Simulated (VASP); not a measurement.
A run of VASP 6.6.1 is set up as follows.

The input INCAR:

```
PREC = Accurate
ENCUT = 600
EDIFF = 1E-6
ISMEAR = 0
SIGMA = 0.02
LREAL = F
LASPH = T
NELM = 100
ALGO = Fast
ISIF = 3
LWAVE = F
LCHARG = F
GGA = PE
IBRION = 2
NSW = 100
EDIFFG = -0.005
```

KPOINTS

```
regular mesh
0
Gamma
  6 6 6
```

POSCAR

```
Al2O3
1.0
    2.3802500000      1.3742379782      4.3318666667
   -2.3802500000      1.3742379782      4.3318666667
    0.0000000000     -2.7484759565      4.3318666667
Al O
4 6
Direct
    0.3521600000      0.3521600000      0.3521600000
    0.1478400000      0.1478400000      0.1478400000
    0.6478400000      0.6478400000      0.6478400000
    0.8521600000      0.8521600000      0.8521600000
    0.5566800000      0.9433200000      0.2500000000
    0.2500000000      0.5566800000      0.9433200000
    0.9433200000      0.2500000000      0.5566800000
    0.4433200000      0.0566800000      0.7500000000
    0.7500000000      0.4433200000      0.0566800000
    0.0566800000      0.7500000000      0.4433200000
```

Potentials or basis: VASP PAW PBE potentials, release 64 (Al, O).

Launch:

```bash
$ cat potpaw_PBE.64/Al/POTCAR potpaw_PBE.64/O/POTCAR > POTCAR
$ mpirun -np 1 vasp_std > vasp.out
```

Question: What does it give for the relaxed cell?

Answer: a = 5.178 Å, b = 5.178 Å, c = 5.178 Å, α = 55.30°, β = 55.30°, γ = 55.30°.

Question: What does it give for the space group after relaxing (to 0.05 Å)?

Answer: R-3c (No. 167).

Question: Estimate the relaxed volume.

Answer: 8.75 Å³/atom.

Step by step:
```csv
step,energy change (eV),largest force (eV/Å),pressure (GPa),volume (Å³)
1,0.0000,0.0278,6.85,85.02
2,-0.0143,0.0473,-5.35,89.57
3,-0.0505,0.0372,-0.06,87.44
4,-0.0505,0.0368,0.09,87.39
5,-0.0507,0.0032,0.10,87.40
6,-0.0507,0.0031,0.10,87.40
7,-0.0507,0.0022,-0.06,87.47
```

PBE usually gives volumes a little too large and moduli too small. Zero-point motion and thermal expansion aren't in these numbers.
